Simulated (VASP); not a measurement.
Set up this calculation in VASP 6.6.1, as the native input.

| Item | Value |
| --- | --- |
| Task | single point |
| Functional | PBE |
| Potentials or basis | VASP PAW PBE potentials, release 64 (Cd, Te) |
| Cutoff | 520 eV |
| k mesh | 8 × 8 × 8 |
| Occupations | gaussian, width 0.05 eV |
| Spin | no spin polarisation |
| Dipole correction | no |
| Further INCAR settings | ALGO = Normal; EDIFF = 1e-07; NBANDS = 16 |

The structure of CdTe lies in POSCAR:

```
CdTe
1.0
    0.0000000000      3.0447500000      3.2050000000
    3.0447500000      0.0000000000      3.2050000000
    3.0447500000      3.0447500000      0.0000000000
Cd Te
1 1
Direct
    0.0000000000      0.0000000000      0.0000000000
    0.7500000000      0.7500000000      0.7500000000
```

The cell isn't the ideal one: strain -0.050 along x and y, +0.000 along z, atoms carried along.

One way to write it, as run:

INCAR

```
SYSTEM = CdTe
PREC = Accurate
ENCUT = 520
EDIFF = 1E-7
ISMEAR = 0
SIGMA = 0.05
LREAL = .FALSE.
LASPH = .TRUE.
NELM = 100
ALGO = Normal
ISIF = 2
LWAVE = .FALSE.
LCHARG = .FALSE.
GGA = PE
NBANDS = 16
```

KPOINTS

```
regular mesh
0
G
  8 8 8
  0 0 0
```

Potentials or basis: VASP PAW PBE potentials, release 64 (Cd, Te).

The run is started by

```console
$ cat potpaw_PBE.64/Cd/POTCAR potpaw_PBE.64/Te/POTCAR > POTCAR
$ mpirun -np 1 vasp_std > vasp.out
```

It gave:

```yaml
Pressure: 11.4 GPa
Band_gap_on_the_k_mesh: 1.12 eV, direct
```

Caveat: spin-orbit coupling is left out, which moves the levels of the heavy elements.

It took 33 s on 1 thread of AMD EPYC 9R45 96-Core Processor (Zen 5), with other jobs on the host, peak memory 0.2 GiB.
